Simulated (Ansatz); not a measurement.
## NaCl in Ansatz: the effect of exact exchange

The system is NaCl.

```xyz
2
Lattice="3.5022 0.0000 0.0000 0.0000 3.5022 0.0000 0.0000 0.0000 3.5022" Properties=species:S:1:pos:R:3 pbc="T T T"
Cl    1.7511    1.7511    1.7511
Na    0.0000    0.0000    0.0000
```

Measurements of this composition are mostly on another form, of space group No. 225.

Alike in all runs:

```yaml
Program: Ansatz 0.2.0
Task: single point
Functional: HSE06 form with a typed share of exact exchange
Potentials_or_basis: Ansatz PAW
Cutoff: "420 eV (not typed: the program's choice for these potentials)"
k_mesh: 4 × 4 × 4
Occupations: fermi-dirac, width 0.05 eV
Spin: no spin polarisation
```

```csv
exact exchange,gap on the mesh (eV),pressure (GPa)
0.05,4.24,0.1
0.1,4.50,0.0
0.15,?,?
0.2,5.04,-0.3
0.25,5.32,-0.4
0.3,5.59,-0.5
0.4,6.15,-0.7
0.5,6.72,-0.9
```

Question: What does the run with exact exchange 0.15 give?

Answer: gap on the mesh 4.77 eV; pressure -0.1 GPa.

Worked out: A straight line through the other rows of the gap on the mesh, of slope 5.51 eV per unit of exact exchange, gives 4.78 eV, against the run's 4.77. A straight line through the other rows of the pressure, of slope -2.24 GPa per unit of exact exchange, gives -0.1 GPa, against the run's -0.1.

Caveats: all runs use coarse meshes; the PAW data sets come from PBE, with cores solved anew for the run's functional, which leaves a small shift of forces and pressure; the thresholds are loose for stress.

A k mesh can miss the band edges.
